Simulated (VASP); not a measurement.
# Pb (P6_3/mmc) in VASP: notebook

One crystal, Pb, is run at these levels: PBEsol; tasks: single point.

Everything below comes from runs of VASP 6.6.1. Logs are shortened: lines on timing, memory, paths and dates and some standing lists are left out, and cuts for length are marked.

## (1) Starting point

It takes space group P6_3/mmc (No. 194, hexagonal). The conventional cell has a = 3.480 Å, b = 3.480 Å, c = 5.590 Å, α = 90.00°, β = 90.00°, γ = 120.00°. Pb (site symmetry -6m2) has 12 Pb at 3.44 to 3.48 Å as nearest neighbours.

This isn't the form of Pb at room conditions, which is fcc.

## (2) Single point, PBEsol

The input, INCAR:

```
PREC = Accurate
ENCUT = 450
EDIFF = 0.001
ISMEAR = -1
SIGMA = 0.2
LREAL = False
LASPH = True
NELM = 100
ALGO = Normal
ISIF = 2
LWAVE = False
LCHARG = False
GGA = PS
ADDGRID = False
```

The input, KPOINTS:

```
regular mesh
0
Gamma
  14 14 8
```

The input, POSCAR:

```
Pb
1.0
    3.4800000000      0.0000000000      0.0000000000
   -1.7400000000      3.0137684052      0.0000000000
    0.0000000000      0.0000000000      5.5900000000
Pb
2
Direct
    0.6666666667      0.3333333333      0.7500000000
    0.3333333333      0.6666666667      0.2500000000
```

Potentials or basis: VASP PAW PBE potentials, release 64 (Pb_d).

Launch:

```
cat potpaw_PBE.64/Pb_d/POTCAR > POTCAR
mpirun -np 1 vasp_std > vasp.out
```

OUTCAR:

```text
PREC = Accurate
   ENCUT = 450
   EDIFF = 0.001
   ISMEAR = -1
   LREAL = False
   LASPH = True
   NELM = 100
   ISIF = 2
   GGA = PS

 Found    120 irreducible k-points:

 Following reciprocal coordinates:
            Coordinates               Weight
  0.000000  0.000000  0.000000      1.000000
  0.071429  0.000000  0.000000      6.000000
  0.142857  0.000000  0.000000      6.000000
  0.214286  0.000000  0.000000      6.000000
  0.285714  0.000000  0.000000      6.000000
  0.357143  0.000000  0.000000      6.000000
   k-points           NKPTS =    120   k-points in BZ     NKDIM =    120   number of bands    NBANDS=     18
   number of dos      NEDOS =    301   number of ions     NIONS =      2
   total plane-waves  NPLWV =  23040
   dimension x,y,z NGX =    24 NGY =   24 NGZ =   40
   dimension x,y,z NGXF=    48 NGYF=   48 NGZF=   80
   ions per type =               2
   NGX,Y,Z   is equivalent  to a cutoff of  11.47, 11.47, 11.90 a.u.
   NGXF,Y,Z  is equivalent  to a cutoff of  22.93, 22.93, 23.79 a.u.
 SYSTEM =  unknown system
   PREC   = accura    normal or accurate (medium, high low for compatibility)
   ISTART =      0    job   : 0-new  1-cont  2-samecut
   ICHARG =      2    charge: 1-file 2-atom 10-const
   ISPIN  =      1    spin polarized calculation?
   LNONCOLLINEAR =      F non collinear calculations
   LSORBIT =      F    spin-orbit coupling
   LASPH  =      T    aspherical Exc in radial PAW
   ENCUT  =  450.0 eV  33.07 Ry    5.75 a.u.   6.02  6.02  9.67*2*pi/ulx,y,z
   NELM   =    100;   NELMIN=  2; NELMDL= -5     # of ELM steps
   EDIFF  = 0.1E-02   stopping-criterion for ELM
   LREAL  =      F    real-space projection
   EDIFFG = 0.1E-01   stopping-criterion for IOM
   NSW    =      0    number of steps for IOM
   IBRION =     -1    ionic relax: 0-MD 1-quasi-New 2-CG
   NFREE  =      0    steps in history (QN), initial steepest desc. (CG)
   ISIF   =      2    stress and relaxation
   ISYM   =      2    0-nonsym 1-usesym 2-fastsym
   POTIM  = 0.5000    time-step for ionic-motion
   TEBEG  =    0.0;   TEEND  =   0.0 temperature during run
   PSTRESS=    0.0 pullay stress
   NELECT =      28.0000    total number of electrons
   NUPDOWN=      -1.0000    fix difference up-down
   EMIN   =  10.00;   EMAX   =-10.00  energy-range for DOS
   EFERMI =   0.00;   METHOD = LEGACY
   ISMEAR =    -1;   SIGMA  =   0.20  broadening in eV -4-tet -1-fermi 0-gaus
   EFERMI_NEDOS =   21; number of points for ismear=-14 and -15
   IALGO  =     38    algorithm
   IMIX   =      4    mixing-type and parameters
     AMIX     =   0.40;   BMIX     =  1.00
     AMIX_MAG =   1.60;   BMIX_MAG =  1.00
  volume/ion in A,a.u.               =      29.31       197.82
  Fermi-wavevector in a.u.,A,eV,Ry     =   1.279658  2.418203 22.279870  1.637524
  Thomas-Fermi vector in A             =   2.412131
   LORBIT       =      0    0 simple, 1 ext, 2 COOP (PROOUT), +10 PAW based schemes
   GGA     = PS    functional components
   LHFCALC =     F    Hartree Fock is set to
   AEXX    =    0.0000 exact exchange contribution
   IVDW    =     0    specifies the selected vdW correction
   LEPSILON=     F    determine dielectric tensor
   LRPA    =     F    only Hartree local field effects (RPA)
 non-spin polarized calculation
  energy-cutoff  :      450.00
  volume of cell :       58.63
 maximum number of plane-waves:      1292
   NGX = 13   NGY = 13   NGZ = 19

 number of electron      28.0000001 magnetization

 Free energy of the ion-electron system (eV)
  ---------------------------------------------------
  ext. energy  EPLUGINS =         0.00000000
  ---------------------------------------------------
  free energy    TOTEN  =        -8.03695046 eV

  energy without entropy =       -7.89674095  energy(sigma->0) =       -7.96684571

 E-fermi :   7.4483     XC(G=0): -10.5059

 val. band max:        7.4478011445   @ k =   0.2857   0.0000   0.2500
 cond. band min:       7.4878673143   @ k =   0.4286   0.1429   0.2500
 fundamental gap:      0.0400661698
 Fermi energy:         7.4483017869

 k-point     1 :       0.0000    0.0000    0.0000
  band No.  band energies     occupation
      1      -9.5681      2.00000
      2      -9.5179      2.00000
      3      -9.5043      2.00000
      4      -9.5043      2.00000
      5      -9.4790      2.00000
      6      -9.4790      2.00000
[... 10 lines left out ...]
     17      14.9485      0.00000
     18      15.6279      0.00000

 k-point     2 :       0.0714    0.0000    0.0000
  band No.  band energies     occupation
      1      -9.5640      2.00000
      2      -9.5276      2.00000
      3      -9.4914      2.00000
      4      -9.4893      2.00000
      5      -9.4763      2.00000
      6      -9.4666      2.00000
[... 10 lines left out ...]
     17      15.1184      0.00000
     18      15.5115      0.00000

 k-point     3 :       0.1429    0.0000    0.0000
  band No.  band energies     occupation
      1      -9.5743      2.00000
      2      -9.5215      2.00000
      3      -9.4798      2.00000
      4      -9.4611      2.00000
      5      -9.4563      2.00000
      6      -9.4552      2.00000
[... 10 lines left out ...]
     17      14.9843      0.00000
     18      15.1232      0.00000

 k-point     4 :       0.2143    0.0000    0.0000
  band No.  band energies     occupation
      1      -9.6041      2.00000
      2      -9.5073      2.00000
      3      -9.4895      2.00000
      4      -9.4754      2.00000
      5      -9.4688      2.00000
      6      -9.4027      2.00000
[... 10 lines left out ...]
     17      13.8625      0.00000
     18      14.7372      0.00000

 k-point     5 :       0.2857    0.0000    0.0000
  band No.  band energies     occupation
      1      -9.6369      2.00000
      2      -9.5240      2.00000
      3      -9.5131      2.00000
      4      -9.4952      2.00000
      5      -9.4383      2.00000
      6      -9.3442      2.00000
[... 10 lines left out ...]
     17      12.4671      0.00000
     18      14.2208      0.00000

 k-point     6 :       0.3571    0.0000    0.0000
  band No.  band energies     occupation
      1      -9.6655      2.00000
      2      -9.5575      2.00000
      3      -9.5245      2.00000
      4      -9.5121      2.00000
      5      -9.4076      2.00000
      6      -9.3640      2.00000
[... 10 lines left out ...]
     17      11.0717      0.00000
     18      13.6860      0.00000

 [... further k-points ...]

------------------------ aborting loop because EDIFF is reached ----------------------------------------

  FORCE on cell =-STRESS in cart. coord.  units (eV):
  Direction    XX          YY          ZZ          XY          YZ          ZX
  --------------------------------------------------------------------------------------
  -------------------------------------------------------------------------------------
  Total        0.0070372      0.0070372      0.6281899      0.0000000      0.0000000     -0.0000000
  in kB        0.1923126      0.1923126     17.1672455      0.0000000      0.0000000     -0.0000000
  external PRESSURE =       5.8506236 kB  Pullay stress =       0.0000000 kB

 VOLUME and BASIS-vectors are now :
 -----------------------------------------------------------------------------
  energy-cutoff  :      450.00
  volume of cell :       58.63
      direct lattice vectors                 reciprocal lattice vectors
     3.480000000  0.000000000  0.000000000     0.287356322  0.165905250  0.000000000
    -1.740000000  3.013768405  0.000000000     0.000000000  0.331810500  0.000000000
     0.000000000  0.000000000  5.590000000     0.000000000  0.000000000  0.178890877

 POSITION                                       TOTAL-FORCE (eV/Angst)
 -----------------------------------------------------------------------------------
      1.74000      1.00459      4.19250         0.000000     -0.000000      0.000000
     -0.00000      2.00918      1.39750        -0.000000      0.000000      0.000000
 -----------------------------------------------------------------------------------
    total drift:                               -0.000000      0.000000      0.000000

  FREE ENERGIE OF THE ION-ELECTRON SYSTEM (eV)
  ---------------------------------------------------
  free  energy   TOTEN  =        -8.0369504607 eV

  energy  without entropy=       -7.8967409499  energy(sigma->0) =       -7.96684571
```

Run time: 15 s. Hardware: 1 thread of Intel Xeon 6975P-C (Granite Rapids), shared host; peak memory 0.21 GiB.

These settings aren't checked as converged: the numbers below hold their error.

What came out:

| Item | Value |
| --- | --- |
| Free energy | -8.0370 eV |
| Pressure | 0.6 GPa |
| Band gap on the k mesh | none (metal or under the smearing width) |

Caveat: the PAW data sets were made with another functional, which shifts forces and pressure a little.

## (3) Single point, PBEsol

INCAR is that of step 2.

KPOINTS is that of step 2.

The input, POSCAR:

```
Pb
1.0
    3.4800000000      0.0000000000      0.0000000000
   -1.7400000000      3.0137684052      0.0000000000
    0.0000000000      0.0000000000      5.5900000000
Pb
2
Direct
    0.6916670000      0.3496840000      0.7502860000
    0.3559200000      0.6835750000      0.2530120000
```

Potentials or basis: VASP PAW PBE potentials, release 64 (Pb_d).

Launch:

```
cat potpaw_PBE.64/Pb_d/POTCAR > POTCAR
mpirun -np 1 vasp_std > vasp.out
```

Wall time 89 s (1 thread of Intel Xeon 6975P-C (Granite Rapids), shared host); peak memory 0.6 GiB.

The run converged, but some of its settings lie outside the range that counts as converged, so its numbers aren't taken as properties of the crystal.

What came out:

```
Free energy            : -8.0366 eV
Pressure               : 0.6 GPa
Largest force          : 0.039 eV/Å
Band gap on the k mesh : none (metal or under the smearing width)
```

Caveat: the PAW data sets were made with another functional, which shifts forces and pressure a little.

## (4) The reference run

An earlier run on the cell as given: functional PBEsol; potentials or basis VASP PAW PBE potentials, release 64 (Pb_d); cutoff 520 eV; k mesh 9 × 9 × 5; occupations fermi-dirac, width 0.05 eV; no spin polarisation.

* Pressure: 1.0 GPa
* Band gap on the k mesh: none (metal or under the smearing width)
